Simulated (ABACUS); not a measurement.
Runs of ABACUS 3.10.1 on V. Symmetry: Im-3m, No. 229, cubic system. Conventional cell: a = 3.029 Å, b = 3.029 Å, c = 3.029 Å, α = 90.00°, β = 90.00°, γ = 90.00°. V (site symmetry m-3m) is surrounded by 8 V at 2.62 Å. 

```tsv
task	level	k mesh	path	points for each segment of the path	symmetry key	mesh quality	gap on the mesh (eV)	pressure (GPa)	moment (μB)
single point	r2SCAN	8 × 8 × 8	-	-	1	coarse	none	-8.3	0.37
single point	SCAN	8 × 8 × 8	-	-	1	coarse	none	(b)	0.56
single point	LDA	8 × 8 × 8	-	-	1	coarse	none	(a)	0.00
single point	WC	8 × 8 × 8	-	-	1	coarse	none	-27.1	0.00
single point	RPBE	8 × 8 × 8	-	-	1	coarse	none	-1.7	0.00
single point	PBEsol	8 × 8 × 8	-	-	1	coarse	none	-12.6	0.00
```

Alike in all rows: potentials or basis SG15 ONCV 1.2 PBE, DZP LCAO (the cutoffs set its grid); spin collinear, ferromagnetic start; cell as given; cutoff (eV) 1361; smearing fermi-dirac 0.05 eV.

Question: Estimate the missing entries.

Answer: (a) -18.6; (b) -7.8.

Caveats: all runs use coarse meshes; the atomic orbitals were generated for these runs and aren't a published set; the potentials were made for another functional, which shifts forces and pressure; the basis of atomic orbitals isn't converged, which shifts pressures, moduli and gaps.

A gap of «none» marks a metal or a gap under the smearing width.

Runs at the PBE level aren't shown here.
